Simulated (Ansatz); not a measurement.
Sr started in the widest void in rocksalt SrO, 65 atoms, charge +2

Method: DFT, PBEsol, PAW, plane waves (Ansatz).

Command:

```sh
ansatz run in.yaml --threads 8 --pin off --max-ram 118750MiB --runs-dir r --events-out ev --progress --plain --backend cuda --devices 0, --max-vram 170GiB
```

The input less its lattice and atoms:

```yaml
crystal:
  symmetry: { detect: false }
kpoints:
  mp_grid: { grid: [1, 1, 1], shift: [0.25, 0.25, 0.25] }
hamiltonian:
  xc: pbesol
total_charge: 2
scf:
  occupations: { method: fermi_dirac, width: 0.01 }
relax:
  f_tol: 0.03
  max_steps: 80
  escape_saddle: false
  adjacent_minimum: "off"
output:
  forces: true
  eigenvalues: true
  populations: true
  charged_corrections: { epsilon: 14.5 }
```

Start:

```
O Sr
1.0
    10.24549    0.00000    0.00000
     0.00000   10.24549    0.00000
     0.00000    0.00000   10.24549
O Sr
32 33
Direct
  0.25049 0.00031 0.00271
  0.25064 0.99745 0.50149
  0.25117 0.49407 0.00293
  0.25134 0.50178 0.49686
  0.75007 0.00243 0.00216
  0.74931 0.99903 0.49840
  0.74958 0.50091 0.99914
  0.74962 0.49948 0.50005
  0.00146 0.24800 0.00203
  0.00046 0.25005 0.50111
  0.00283 0.74817 0.00204
  0.00103 0.75042 0.49780
  0.49666 0.24847 0.99849
  0.49933 0.24733 0.49457
  0.50571 0.75210 0.99886
  0.49908 0.74946 0.49882
  0.00091 0.99826 0.24581
  0.99812 0.99799 0.75306
  0.00106 0.50031 0.24872
  0.00143 0.49928 0.75113
  0.50208 0.99626 0.25100
  0.49818 0.99546 0.75019
  0.49795 0.50390 0.25157
  0.50224 0.50245 0.74674
  0.25384 0.24931 0.25018
  0.24781 0.24561 0.74824
  0.25081 0.74911 0.25397
  0.24610 0.74987 0.75027
  0.75184 0.24956 0.24893
  0.75025 0.24538 0.75093
  0.75348 0.74977 0.24953
  0.75121 0.75225 0.75302
  0.00237 0.99674 0.99900
  0.99841 0.00188 0.49576
  0.00129 0.50189 0.00016
  0.00364 0.50114 0.49906
  0.50161 0.00004 0.99825
  0.49883 0.00200 0.50007
  0.49907 0.50076 0.99655
  0.50318 0.49886 0.49994
  0.25017 0.24788 0.00138
  0.25057 0.25107 0.49749
  0.25127 0.75055 0.99816
  0.25220 0.75082 0.50062
  0.74908 0.25073 0.00469
  0.74796 0.25143 0.50334
  0.74737 0.74902 0.99964
  0.75288 0.75028 0.50389
  0.24831 0.00181 0.24928
  0.24665 0.99999 0.75449
  0.24717 0.49948 0.25026
  0.25142 0.50466 0.75086
  0.74750 0.00045 0.24668
  0.74804 0.00235 0.74888
  0.74829 0.49884 0.24974
  0.74774 0.49966 0.75147
  0.00130 0.25124 0.24928
  0.00264 0.25116 0.75052
  0.00368 0.75094 0.24794
  0.00194 0.75451 0.75046
  0.50122 0.25101 0.24968
  0.50093 0.24898 0.75208
  0.49850 0.74976 0.25034
  0.49879 0.74883 0.75102
  0.37507 0.37467 0.37490
```

Steps:

| step | energy less the first (eV) | largest force component (eV/Å) |
| --- | --- | --- |
| start | 0.000 | 7.734 |
| 1 | -6.569 | 3.329 |
| 2 | -9.589 | 1.028 |
| 3 | -10.047 | 0.041 |
| 4 | -10.047 | 0.041 |
| 5 | -10.049 | 0.006 |

A structure on the way, about -9.59 eV from the start:

```
O Sr
1.0
    10.24549    0.00000    0.00000
     0.00000   10.24549    0.00000
     0.00000    0.00000   10.24549
O Sr
32 33
Cartesian
  2.5702 0.0032 0.0130
  2.5485 10.2196 5.1437
  2.5525 5.1239 10.2297
  2.5453 5.1467 5.1378
  7.6848 0.0048 0.0069
  7.6805 0.0019 5.1141
  7.6812 5.1168 0.0033
  7.7075 5.1353 5.1404
  0.0093 2.5625 0.0110
  10.2300 2.5438 5.1434
  0.0125 7.6773 0.0069
  0.0095 7.6802 5.1132
  5.1321 2.5401 10.2233
  5.1457 2.5335 5.1315
  5.1336 7.6823 0.0025
  5.1395 7.7034 5.1374
  0.0093 0.0003 2.5590
  10.2454 10.2377 7.6904
  10.2287 5.1361 2.5418
  0.0104 5.1119 7.6811
  5.1469 10.2173 2.5472
  5.1155 10.2405 7.6797
  5.1459 5.1553 2.5418
  5.1463 5.1426 7.6993
  2.5513 2.5376 2.5434
  2.5415 2.5313 7.6995
  2.5503 7.7022 2.5537
  2.5605 7.6743 7.6813
  7.7081 2.5434 2.5400
  7.6806 2.5568 7.6814
  7.6896 7.6776 2.5673
  7.6866 7.6869 7.6901
  0.0018 10.2372 10.2412
  10.2044 10.2106 5.1224
  10.2098 5.1350 10.2047
  10.2399 5.1342 5.1307
  5.1366 10.2060 10.2015
  5.1324 10.2331 5.1334
  5.1321 5.1318 10.2267
  5.3516 5.3446 5.3418
  2.5550 2.5480 10.2343
  2.3496 2.3411 5.3318
  2.5584 7.7247 10.2024
  2.5582 7.7009 5.1327
  7.7253 2.5531 10.2166
  7.6987 2.5540 5.1389
  7.6828 7.6827 10.2426
  7.7337 7.7252 5.1374
  2.5487 10.2321 2.5498
  2.5493 10.2065 7.7327
  2.3392 5.3423 2.3423
  2.5557 5.1392 7.6985
  7.7222 10.2042 2.5454
  7.6863 0.0046 7.6842
  7.6973 5.1299 2.5522
  7.7249 5.1308 7.7282
  10.2353 2.5537 2.5501
  10.2142 2.5536 7.7269
  10.2126 7.7242 2.5500
  0.0019 7.6943 7.6874
  5.3434 2.3352 2.3448
  5.1351 2.5489 7.7003
  5.1337 7.6990 2.5533
  5.1308 7.7213 7.7263
  3.8496 3.8494 3.8387
```

End:

```xyz
65
Lattice="10.2455 0.0000 0.0000 0.0000 10.2455 0.0000 0.0000 0.0000 10.2455" Properties=species:S:1:pos:R:3 pbc="T T T"
O     2.5714    0.0025    0.0040
O     2.5362   10.1926    5.1514
O     2.5362    5.1500   10.1939
O     2.5399    5.1457    5.1469
O     7.6827    0.0035    0.0048
O     7.6837    0.0024    5.1163
O     7.6837    5.1149    0.0038
O     7.7391    5.1497    5.1511
O     0.0069    2.5671    0.0040
O    10.1970    2.5318    5.1513
O     0.0078    7.6784    0.0048
O     0.0068    7.6794    5.1163
O     5.1543    2.5319   10.1940
O     5.1500    2.5355    5.1466
O     5.1192    7.6794    0.0039
O     5.1540    7.7346    5.1511
O     0.0069    0.0026    2.5686
O     0.0076    0.0033    7.6799
O    10.1970    5.1500    2.5333
O     0.0068    5.1147    7.6808
O     5.1543   10.1926    2.5333
O     5.1191    0.0024    7.6808
O     5.1499    5.1454    2.5368
O     5.1541    5.1497    7.7359
O     2.5413    2.5365    2.5380
O     2.5363    2.5319    7.7357
O     2.5363    7.7344    2.5334
O     2.5711    7.6794    7.6808
O     7.7388    2.5319    2.5333
O     7.6837    2.5668    7.6808
O     7.6838    7.6794    2.5683
O     7.6823    7.6780    7.6796
Sr    0.0037   10.2448    0.0007
Sr   10.1890   10.1847    5.1321
Sr   10.1891    5.1307   10.1861
Sr   10.2449    5.1262    5.1276
Sr    5.1350   10.1848   10.1861
Sr    5.1305   10.2406    5.1276
Sr    5.1305    5.1262   10.2420
Sr    5.4273    5.4229    5.4242
Sr    2.5601    2.5557   10.2422
Sr    2.2639    2.2594    5.4232
Sr    2.5555    7.7426   10.1861
Sr    2.5598    7.6866    5.1276
Sr    7.7469    2.5512   10.1862
Sr    7.6909    2.5554    5.1276
Sr    7.6867    7.6823    0.0010
Sr    7.7472    7.7428    5.1320
Sr    2.5600   10.2408    2.5571
Sr    2.5555   10.1847    7.7441
Sr    2.2639    5.4219    2.2609
Sr    2.5597    5.1262    7.6879
Sr    7.7469   10.1847    2.5526
Sr    7.6866   10.2450    7.6838
Sr    7.6908    5.1262    2.5568
Sr    7.7471    5.1305    7.7442
Sr   10.2451    2.5557    2.5571
Sr   10.1891    2.5512    7.7441
Sr   10.1891    7.7426    2.5526
Sr    0.0038    7.6824    7.6838
Sr    5.4261    2.2596    2.2611
Sr    5.1305    2.5554    7.6879
Sr    5.1305    7.6865    2.5568
Sr    5.1348    7.7428    7.7442
Sr    3.8458    3.8418    3.8432
```

Self-consistency was reached.

Time: 4.1 s of wall time on one NVIDIA GB200 with 8 processor threads, on a host shared with other runs; peak host memory 1.9 GiB.

(1) How much energy did the relaxation gain, and which atom moved most?

The one k point has no symmetry partners, which can distort the end along one axis.

Answers

(1) 10.05 eV in 5 steps, from a start with small random displacements (neighbours that lie too close to an added atom are first pushed off); atom 42 (Sr) moved 0.54 Å, the median atom 0.05 Å (drift of the whole cell removed).
